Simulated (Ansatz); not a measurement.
## An elastic constant from a strain scan in Te2Mo

These are results of DFT LDA, scalar-relativistic, plane waves, PAW (Ansatz 0.2.0), not measurements. Cutoff 420 eV, Γ-centred 12×12×2 k-points, Gaussian smearing of 0.05 eV. No spin polarisation. Energies are free energies at this smearing, counted from the undisturbed cell; pressure is positive in compression.

The undisturbed cell (relaxed at this level; this form isn't the usual structure):

```
Te Mo
1.0
     3.46655    0.00000    0.00000
    -1.73327    3.00212    0.00000
     0.00000    0.00000   17.51981
Te Mo
2 1
Direct
  0.33333 0.66667 0.89753
  0.33333 0.66667 0.10247
  0.00000 0.00000 0.00000
```

The cell holds layers and no dispersion correction was added, so their binding is poorly described.

The cell is strained by ε times the Voigt pattern (1, 0, 0, 0, 0, 0) (xx, yy, zz, yz, xz, xy; engineering shear) with fractional coordinates fixed. The cell holds 3 atoms in V0 = 182.33 Å³. The stress column is τ = (1/V0) dE/dε, got from the stress tensor σ (compression positive) at each point as −det(1 + εP) σ : P(1 + εP)⁻¹, with P the pattern as a tensor.

| ε | ΔE (meV/atom) | τ (GPa) |
| --- | --- | --- |
| -0.0200 | 5.595 | -1.517 |
| -0.0150 | 3.103 | -1.114 |
| -0.0100 | 1.359 | -0.727 |
| 0.0000 | 0.000 | 0.000 |
| 0.0050 | 0.325 | 0.341 |
| 0.0150 | 2.848 | 0.981 |
| 0.0200 | ? | ? |

Q: Which combination of elastic constants does this scan measure, and how large is it?

A: For small ε, τ = τ0 + Kε with K = pᵀCp, which for this pattern is C11 in the Cartesian frame shown. The parabola through τ at ε = -0.0100, 0 and 0.0050 has slope K = 70 GPa at zero. The energies per cell, E = NΔE, of the same two points give K = 2[E(ε₊)/ε₊ − E(ε₋)/ε₋]/[(ε₊ − ε₋)V0] = 71 GPa, in agreement. These are clamped-ion values.

Q: Predict the withheld row at ε = 0.0200 from the harmonic law, and compare.

A: ΔE = V0(τ0 ε + Kε²/2)/N = 5.285 meV/atom and τ = 1.39 GPa. The calculation gives 4.996 meV/atom and 1.28 GPa: the energy lies 5 % below the harmonic value, as bonds soften when stretched.

Forces appear on the atoms along this scan, and letting them relax would lower the energy and soften the response.

Cost: 7 runs of about 9.2 core-minutes in all, on AMD EPYC (Zen 3) (shared hosts).